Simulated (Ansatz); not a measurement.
**HfN (WC-type structure)**

The computed numbers are results of r²SCAN, scalar-relativistic (no spin polarisation) in the plane-wave PAW code Ansatz at 500 eV, Γ-centred 12×12×12 mesh, 0.05 eV Gaussian smearing; PAW files: Ansatz's generated set soft_2.

```xyz
2
Lattice="3.0854 0.0000 0.0000 -1.5427 2.6721 0.0000 0.0000 0.0000 2.8909" Properties=species:S:1:pos:R:3 pbc="T T T"
Hf    0.0000    0.0000    0.0000
N     1.5427    0.8907    1.4454
```

This is a trial structure; measured cells of the compound in the Crystallography Open Database are in space group Fm-3m (rock salt).

The cell above was scaled in volume, and shape and atoms were relaxed at each volume within its symmetry. Energies are counted from the cell above.

Cell and atoms are those of this level's equilibrium.

| V (Å³/atom) | ΔE (meV/atom) | P (GPa) |
| --- | --- | --- |
| 11.44 | 15.8 | 11.1 |
| 11.68 | 3.8 | 5.3 |
| 11.92 | 0.0 | 0.0 |
| 12.16 | 3.6 | -4.7 |
| 12.39 | 13.9 | -9.0 |
| 12.75 | 40.6 | -14.7 |

(1) What do the points give for the equilibrium volume, the bulk modulus and its pressure derivative (third-order Birch–Murnaghan)?

Answer:

(1) V0 = 11.92 Å³/atom, B0 = 249 GPa, B0′ = 4.0.

B0·V0 = 249.2 GPa × 11.92 Å³ = 18.53 eV/atom sets the scale: near the minimum ΔE ≈ ½ B0 V0 x², with x = V/V0 − 1, and a pressure of 2.5 GPa squeezes the volume by about 1 %. At the ends of the curve: x = −4.0 % predicts 14.8 meV/atom and the run gives 15.8; x = +7.0 % predicts 45.4 meV/atom and the run gives 40.6. Compression costs more and expansion less than the parabola says, since the crystal stiffens as it shrinks; B0′ measures that.

These numbers lack spin–orbit coupling. The cell is a metal with an odd number of electrons, and spin polarisation wasn't tried.
